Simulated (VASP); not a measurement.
Runs of VASP 6.6.1 on ZnS (Wurtzite-2H). Symmetry: P6_3mc, No. 186, hexagonal system. Conventional cell: a = 3.811 Å, b = 3.811 Å, c = 6.234 Å, α = 90.00°, β = 90.00°, γ = 120.00°. Zn (site symmetry 3m) has 4 S at 2.31 to 2.40 Å as nearest neighbours. Around S (site symmetry 3m) lie 4 Zn at 2.31 to 2.40 Å. 

```tsv
task	level	potentials or basis	cell	cutoff (eV)	gap on the mesh (eV)	pressure (GPa)	relaxed volume (Å³/atom)	largest force (eV/Å)
relaxation of cell and atoms	PBE	VASP PAW PBE potentials, release 64 (Zn, S)	relaxed	600	2.07	0.0	20.23	-
relaxation of cell and atoms	revPBE+D4	VASP PAW PBE potentials, release 64 (Zn, S)	relaxed	600	2.41	0.0	19.28	-
relaxation of cell and atoms	revTPSS	VASP PAW PBE potentials, release 64 (Zn, S)	relaxed	600	2.33	0.0	(b)	-
relaxation of cell and atoms	PBE	VASP PAW PBE potentials, release 64 (Zn_GW, S_GW)	relaxed	630	2.07	0.0	20.23	-
relaxation of cell and atoms	PW91	VASP PAW PBE potentials, release 64 (Zn, S)	relaxed	600	2.08	0.0	20.18	0.01
relaxation of cell and atoms	TPSS	VASP PAW PBE potentials, release 64 (Zn, S)	relaxed	600	2.31	0.0	20.13	-
relaxation of cell and atoms	revPBE+D3(BJ)	VASP PAW PBE potentials, release 64 (Zn, S)	relaxed	600	2.41	0.0	(a)	0.01
```

Alike in all rows: no spin polarisation; k mesh 8 × 8 × 5; smearing fermi-dirac 0.05 eV.

Task: Fill in the values left out.

Result: (a) 19.22; (b) 19.76.

Caveats: an odd mesh through Γ misses points on the zone boundary, where band edges often lie; the PAW data sets were made with another functional, which shifts forces and pressure a little (some runs).

Not every run made on this cell is shown here.
